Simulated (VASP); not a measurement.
**TiSi: equation of state with PBEsol**

Crystal: TiSi.

```
CELL_PARAMETERS angstrom
1.81618 -2.11762 0.00000
1.81618 2.11762 0.00000
0.00000 0.00000 3.80393
ATOMIC_POSITIONS crystal
Ti 0.50000 0.50000 0.00000
Si 0.00000 0.00000 0.50000
```

The cell comes from a database or a generator and needn't be the stable form of this composition.

* Program: VASP 6.6.1
* Task: equation of state
* Functional: PBEsol
* Potentials or basis: VASP PAW PBE potentials, release 64 (Ti_sv, Si)
* Cutoff: 520 eV
* k mesh: 10 × 10 × 7
* Occupations: fermi-dirac, width 0.05 eV
* Spin: no spin polarisation

```
Equilibrium volume                        : 14.19 Å³/atom
Bulk modulus at fixed shape and positions : 146 GPa
Pressure derivative of the bulk modulus   : 3.9
```

Energy against volume, from the lowest point:
```
volume (Å³/atom)  energy (meV/atom)
          13.752               5.79
          14.045               0.01
          14.337               0.00
          14.630               5.23
          14.922              15.22
          15.215              29.49
          15.508              47.62
```

All runs of the series together: 6 min on 1 thread of Intel(R) Xeon(R) Platinum 8175M CPU @ 2.50GHz (Skylake/Cascade Lake) (shared host).

Caveat: the cell was scaled at fixed shape and fractional positions, which overstates the stiffness of a crystal with free parameters, most of all of layers and chains; the PAW data sets were made with another functional, which shifts forces and pressure a little.
